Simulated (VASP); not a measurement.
# Zn (P6_3/mmc) in VASP: further runs

The runs below take Zn through relaxation of shape and atoms at fixed volume, relaxation of cell and atoms, with PBEsol, PBE+D3(BJ).

All numbers are computed with VASP 6.6.1; they aren't measurements. Logs are shortened: lines on timing, memory, paths and dates and some standing lists are left out, and cuts for length are marked.

## 1. Starting point

Symmetry: P6_3/mmc, No. 194, hexagonal system. Conventional cell: a = 2.670 Å, b = 2.670 Å, c = 4.966 Å, α = 90.00°, β = 90.00°, γ = 120.00°. Zn (site symmetry -6m2) is surrounded by 12 Zn at 2.67 to 2.92 Å.

## 2. Relaxation of shape and atoms at fixed volume, PBEsol (a relaxed cell with its volume scaled by 1.06)

Contents of INCAR:

```
SYSTEM = Zn
PREC = Accurate
ENCUT = 600
EDIFF = 1E-7
ISMEAR = 1
SIGMA = 0.1
LREAL = .False.
LASPH = .True.
NELM = 80
ALGO = Normal
ISIF = 4
LWAVE = .False.
LCHARG = .False.
GGA = PS
IBRION = 2
NSW = 40
EDIFFG = -0.01
```

Contents of KPOINTS:

```
Automatic mesh
0
Gamma
  18 18 8
  0 0 0
```

Contents of POSCAR:

```
Zn                                      
1.0
    2.6509573365      0.0000000000      0.0000000000
   -1.3254786682      2.2957963978      0.0000000000
    0.0000000000      0.0000000000      4.9719345368
  Zn            
     2
Direct
     0.3333333332999970    0.6666666667000030    0.2500000000000000
     0.6666666667000030    0.3333333332999970    0.7500000000000000
```

Potentials or basis: VASP PAW PBE potentials, release 64 (Zn).

On the command line:

```sh
$ cat potpaw_PBE.64/Zn/POTCAR > POTCAR
$ mpirun -np 1 vasp_std > vasp.out
```

OUTCAR:

```text
SYSTEM = Zn
   PREC = Accurate
   ENCUT = 600
   EDIFF = 1E-7
   ISMEAR = 1
   LREAL = .False.
   LASPH = .True.
   NELM = 80
   ISIF = 4
   GGA = PS
   IBRION = 2
   NSW = 40
   EDIFFG = -0.01

 ion  position               nearest neighbor table
   1  0.333  0.667  0.250-   2 2.92   2 2.92   2 2.92   2 2.92   2 2.92   2 2.92
   2  0.667  0.333  0.750-   1 2.92   1 2.92   1 2.92   1 2.92   1 2.92   1 2.92

  LATTYP: Found a hexagonal cell.
 ALAT       =     2.6509573365
 C/A-ratio  =     1.8755241619

  Lattice vectors:

 A1 = (   2.6509573365,   0.0000000000,   0.0000000000)
 A2 = (  -1.3254786682,   2.2957963978,   0.0000000000)
 A3 = (   0.0000000000,   0.0000000000,   4.9719345368)

Analysis of symmetry for initial positions (statically):
=====================================================================
 Subroutine PRICEL returns:
 Original cell was already a primitive cell.

 Routine SETGRP: Setting up the symmetry group for a
 hexagonal supercell.

 Subroutine GETGRP returns: Found 24 space group operations
 (whereof 12 operations were pure point group operations)
 out of a pool of 24 trial point group operations.

The static configuration has the point symmetry D_3d.
 The point group associated with its full space group is D_6h.

Analysis of symmetry for dynamics (positions and initial velocities):
=====================================================================
 Subroutine PRICEL returns:
 Original cell was already a primitive cell.

 Routine SETGRP: Setting up the symmetry group for a
 hexagonal supercell.

 Subroutine GETGRP returns: Found 24 space group operations
 (whereof 12 operations were pure point group operations)
 out of a pool of 24 trial point group operations.

The dynamic configuration has the point symmetry D_3d.
 The point group associated with its full space group is D_6h.

 Subroutine INISYM returns: Found 24 space group operations
 (whereof 12 operations are pure point group operations),
 and found     1 'primitive' translations

----------------------------------------------------------------------------------------

[... 94 lines left out ...]
   EDIFFG = -.1E-01   stopping-criterion for IOM
   NSW    =     40    number of steps for IOM
   IBRION =      2    ionic relax: 0-MD 1-quasi-New 2-CG
   NFREE  =      1    steps in history (QN), initial steepest desc. (CG)
   ISIF   =      4    stress and relaxation
   ISYM   =      2    0-nonsym 1-usesym 2-fastsym
   POTIM  = 0.5000    time-step for ionic-motion
   TEBEG  =    0.0;   TEEND  =   0.0 temperature during run
   PSTRESS=    0.0 pullay stress
   NELECT =      24.0000    total number of electrons
   NUPDOWN=      -1.0000    fix difference up-down
   EMIN   =  10.00;   EMAX   =-10.00  energy-range for DOS
   EFERMI =   0.00;   METHOD = LEGACY
   ISMEAR =     1;   SIGMA  =   0.10  broadening in eV -4-tet -1-fermi 0-gaus
   EFERMI_NEDOS =   21; number of points for ismear=-14 and -15
   IALGO  =     38    algorithm
   IMIX   =      4    mixing-type and parameters
     AMIX     =   0.40;   BMIX     =  1.00
     AMIX_MAG =   1.60;   BMIX_MAG =  1.00
  volume/ion in A,a.u.               =      15.13       102.10
  Fermi-wavevector in a.u.,A,eV,Ry     =   1.515391  2.863674 31.244559  2.296410
  Thomas-Fermi vector in A             =   2.624921
   LORBIT       =      0    0 simple, 1 ext, 2 COOP (PROOUT), +10 PAW based schemes
   GGA     = PS    functional components
   LHFCALC =     F    Hartree Fock is set to
   AEXX    =    0.0000 exact exchange contribution
   IVDW    =     0    specifies the selected vdW correction
   LEPSILON=     F    determine dielectric tensor
   LRPA    =     F    only Hartree local field effects (RPA)
 conjugate gradient relaxation of ions
 non-spin polarized calculation
 Methfessel and Paxton  Order N= 1 SIGMA  =   0.10
  energy-cutoff  :      600.00
  volume of cell :       30.26
 maximum number of plane-waves:      1027
 NGX is ok and might be reduce to    24
   NGX = 11   NGY = 11   NGZ = 19

--------------------------------------- Ionic step        1  -------------------------------------------

 number of electron      24.0000011 magnetization

 Free energy of the ion-electron system (eV)
  ---------------------------------------------------
  ext. energy  EPLUGINS =         0.00000000
  ---------------------------------------------------
  free energy    TOTEN  =        -3.14519308 eV

  energy without entropy =       -3.14473355  energy(sigma->0) =       -3.14503990

------------------------ aborting loop because EDIFF is reached ----------------------------------------

  FORCE on cell =-STRESS in cart. coord.  units (eV):
  Direction    XX          YY          ZZ          XY          YZ          ZX
  --------------------------------------------------------------------------------------
  -------------------------------------------------------------------------------------
  Total       -0.9939993     -0.9939993     -0.6133669     -0.0000000      0.0000000      0.0000000
  in kB      -52.6302138    -52.6302138    -32.4765155     -0.0000000      0.0000000      0.0000000
  external PRESSURE =     -45.9123144 kB  Pullay stress =       0.0000000 kB
[... 203 lines left out ...]
--------------------------------------- Ionic step        7  -------------------------------------------

 number of electron      24.0000008 magnetization

 Free energy of the ion-electron system (eV)
  ---------------------------------------------------
  ext. energy  EPLUGINS =         0.00000000
  ---------------------------------------------------
  free energy    TOTEN  =        -3.15254526 eV

  energy without entropy =       -3.15258944  energy(sigma->0) =       -3.15255999

 E-fermi :   2.9109     XC(G=0): -11.7158

 val. band max:        2.8977151172   @ k =   0.0556   0.0556   0.2500
 cond. band min:       2.9316282079   @ k =   0.3333   0.1111   0.0000
 fundamental gap:      0.0339130908
 Fermi energy:         2.9109181911

 k-point     1 :       0.0000    0.0000    0.0000
  band No.  band energies     occupation
      1      -7.5051      2.00000
      2      -5.7671      2.00000
      3      -5.0134      2.00000
      4      -4.7285      2.00000
      5      -4.7285      2.00000
      6      -4.6888      2.00000
[... 433 lines left out ...]
      3      -5.1666      2.00000
      4      -4.7523      2.00000
      5      -4.5547      2.00000
      6      -4.5463      2.00000
[... 8 lines left out ...]
     15       8.2322      0.00000
     16       9.8278      0.00000

 [... further k-points ...]
[... 5 lines left out ...]
  --------------------------------------------------------------------------------------
  -------------------------------------------------------------------------------------
  Total       -0.6739513     -0.6739513     -0.6765291     -0.0000000      0.0000000      0.0000000
  in kB      -35.6843318    -35.6843318    -35.8208228     -0.0000000      0.0000000      0.0000000
  external PRESSURE =     -35.7298288 kB  Pullay stress =       0.0000000 kB
[... 17 lines left out ...]
  FREE ENERGIE OF THE ION-ELECTRON SYSTEM (eV)
  ---------------------------------------------------
  free  energy   TOTEN  =        -3.1525452630 eV

  energy  without entropy=       -3.1525894431  energy(sigma->0) =       -3.15255999

 reached required accuracy - stopping structural energy minimisation
```

Wall time 5 min (1 thread of AMD EPYC 9R45 (Zen 5), shared host); peak memory 0.2 GiB.

What came out:

- Free energy: -3.1525 eV
- Energy gained by relaxing: 3.7 meV/atom
- Ionic steps: 7
- Pressure after relaxing: -3.6 GPa
- Band gap on the k mesh: none (metal or under the smearing width)

The path:
| step | energy change (eV) | largest force (eV/Å) | pressure (GPa) |
| --- | --- | --- | --- |
| 1 | 0.0000 | 0.0000 | -4.59 |
| 2 | -0.0027 | 0.0000 | -4.40 |
| 3 | -0.0058 | 0.0000 | -4.05 |
| 4 | -0.0059 | 0.0000 | -3.24 |
| 5 | -0.0073 | 0.0000 | -3.74 |
| 6 | -0.0073 | 0.0000 | -3.55 |
| 7 | -0.0074 | 0.0000 | -3.57 |

Final structure:
```cif
data_structure
_symmetry_space_group_name_H-M 'P 1'
_symmetry_Int_Tables_number 1
_cell_length_a 2.6170
_cell_length_b 2.6170
_cell_length_c 5.1017
_cell_angle_alpha 90.000
_cell_angle_beta 90.000
_cell_angle_gamma 120.000
_cell_volume 30.26
loop_
_atom_site_label
_atom_site_type_symbol
_atom_site_fract_x
_atom_site_fract_y
_atom_site_fract_z
_atom_site_occupancy
Zn1 Zn 0.33333 0.66667 0.25000 1
Zn2 Zn 0.66667 0.33333 0.75000 1
```

Caveat: the PAW data sets were made with another functional, which shifts forces and pressure a little.

(Continued in part 2 of 2.)
